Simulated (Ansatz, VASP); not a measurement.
## Two plane-wave programs on ZnS

```
CELL_PARAMETERS angstrom
0.00000 2.66300 2.66300
2.66300 0.00000 2.66300
2.66300 2.66300 0.00000
ATOMIC_POSITIONS crystal
Zn 0.00000 0.00000 0.00000
S 0.25000 0.25000 0.25000
```

Alike in both runs: functional r2SCAN; k mesh 8 × 8 × 8; occupations gaussian, width 0.02 eV; no spin polarisation.

Ansatz relaxed the structure, and its values are those at the end. VASP's run is a single point on that final structure, the one shown.

|  | VASP | Ansatz |
| --- | --- | --- |
| version | VASP 6.6.1 | Ansatz 0.2.0 |
| potentials or method | VASP PAW PBE potentials, release 64 (Zn, S) | scalar-relativistic, plane waves, PAW |
| plane-wave cutoff (eV) | 520 | 500 |
| valence electrons in the cell | 18 | 18 |

|  | VASP | Ansatz | Ansatz less VASP |
| --- | --- | --- | --- |
| gap on the k mesh at the Fermi level (eV) | 2.88 | 2.87 | -0.014 |
| least direct gap on the mesh (eV) | 2.88 | 2.87 | -0.014 |
| pressure (GPa) | 3.0 | 3.0 | -0.01 |

With one functional, cell and mesh, what is left measures potentials, basis and numerics.

Caveats: the PAW data sets were made with another functional, which shifts forces and pressure a little (VASP). r2SCAN opens gaps a little over a GGA but as a rule still falls short of measured ones.
